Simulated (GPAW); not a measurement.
# Moving the functional in HfN

```cif
data_structure
_symmetry_space_group_name_H-M 'P6_3/mmc'
_symmetry_Int_Tables_number 194
_cell_length_a 3.1339
_cell_length_b 3.1339
_cell_length_c 5.4168
_cell_angle_alpha 90.000
_cell_angle_beta 90.000
_cell_angle_gamma 120.000
_cell_volume 46.07
loop_
_atom_site_label
_atom_site_type_symbol
_atom_site_symmetry_multiplicity
_atom_site_Wyckoff_symbol
_atom_site_fract_x
_atom_site_fract_y
_atom_site_fract_z
_atom_site_occupancy
Hf1 Hf 2 c 0.33333 0.66667 0.25000 1
N1 N 2 a 0.00000 0.00000 0.50000 1
```

The cell comes from a database or a generator and needn't be the stable form of this composition.

Kept alike: task band structure; k mesh 7 × 7 × 4; occupations fermi-dirac, width 0.05 eV; no spin polarisation. Program: GPAW, potentials by row: the program's PAW data sets (release 1.2.1) made for this functional (LDA); PAW data sets generated for this functional (PBEsol); GPAW PAW data sets (gpaw-data 1.2.1) (r2SCAN on files made for PBE), cutoff 800 eV. The mesh is that of the run's cell of 4 atoms. No spin-orbit coupling.

| run | pressure (GPa) |
| --- | --- |
| A | 2.94 |
| B | -1.99 |
| C | -9.40 |

Pressure is positive in compression; the values hold the error of the finite cutoff, so their zero can differ a little from the energy's minimum. For a metal such a mesh leaves the last digits unconverged.

Task: The runs differ in the functional (and the potentials named above) alone: LDA; PBEsol; r2SCAN. Which run is which?

Result: Run A is r2SCAN; run B is PBEsol; run C is LDA. The pressure runs from -9.40 (LDA) to 2.94 GPa (r2SCAN). A positive pressure means that the functional's own cell is larger than the one given, a negative one that it is smaller.
